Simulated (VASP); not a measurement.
HfO2:

```
Hf O
1.0
     5.21946    0.00000    0.00000
     0.00000    5.00476    0.00000
     0.00000    0.00000    5.03269
Hf O
4 8
Direct
  0.96699 0.73252 0.74144
  0.53301 0.73252 0.24144
  0.46699 0.26748 0.74144
  0.03301 0.26748 0.24144
  0.63213 0.92865 0.87927
  0.86787 0.92865 0.37927
  0.23395 0.53988 0.49229
  0.26605 0.53988 0.99229
  0.76605 0.46012 0.99229
  0.73395 0.46012 0.49229
  0.13213 0.07135 0.87927
  0.36787 0.07135 0.37927
```

Measurements of this composition are mostly on another form, of space group No. 14.

Base run:

* Program: VASP 6.6.1
* Functional: rSCAN
* Potentials or basis: VASP PAW PBE potentials, release 64 (Hf_pv, O)
* Cutoff: 520 eV
* k mesh: 4 × 5 × 4
* Occupations: fermi-dirac, width 0.05 eV
* Spin: no spin polarisation

Its results: band gap on the k mesh 5.00 eV, indirect (least direct gap 5.24 eV); pressure -0.5 GPa; largest force 0.022 eV/Å.

Task: The run is repeated on the same cell with these changes: functional from rSCAN to r2SCAN; further incar settings from ALGO = Normal; EDIFF = 1e-06 to ALGO = Normal; EDIFF = 1e-06; NBANDS = 56. What comes out?

Result: Band gap on the k mesh 5.01 eV, indirect (least direct gap 5.25 eV); pressure 0.3 GPa; largest force 0.015 eV/Å.

Caveats: the PAW data sets were made with another functional, which shifts forces and pressure a little; spin-orbit coupling is left out, which moves the levels of the heavy elements.

Not every run made on this cell is shown here.
